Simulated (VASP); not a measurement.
SnTe:

```
CELL_PARAMETERS angstrom
0.00000 3.15085 3.15085
3.15085 0.00000 3.15085
3.15085 3.15085 0.00000
ATOMIC_POSITIONS crystal
Te 0.50000 0.50000 0.50000
Sn 0.00000 0.00000 0.00000
```

```yaml
Program: VASP 6.6.1
Task: single point
Functional: PBEsol
Potentials_or_basis: VASP PAW PBE potentials, release 64 (Te, Sn_d)
Cutoff: 520 eV
k_mesh: 7 × 7 × 7
Occupations: fermi-dirac, width 0.05 eV
Spin: no spin polarisation
```

On this cell: pressure -0.4 GPa; largest force zero by symmetry; band gap on the k mesh not listed.

The same run follows on a disturbed copy (atoms moved at random, drawn with an rms of 0.05 Å):

```
Te Sn
1.0
     0.00000    3.15085    3.15085
     3.15085    0.00000    3.15085
     3.15085    3.15085    0.00000
Te Sn
1 1
Cartesian
  3.1510 3.2022 3.1652
  -0.0421 0.0002 -0.0197
```

Question: What changes?

Answer: The energy moves by +0.2 meV/atom; pressure -0.3 GPa; largest force 0.013 eV/Å; band gap on the k mesh 0.66 eV, direct.

Forces on the atoms (eV/Å):
```
Te  -0.007 -0.009 -0.006
Sn   0.007  0.009  0.006
```

Caveats: the PAW data sets were made with another functional, which shifts forces and pressure a little; spin-orbit coupling is left out, which moves the levels of the heavy elements (some runs); an odd mesh through Γ misses points on the zone boundary, where band edges often lie (some runs).
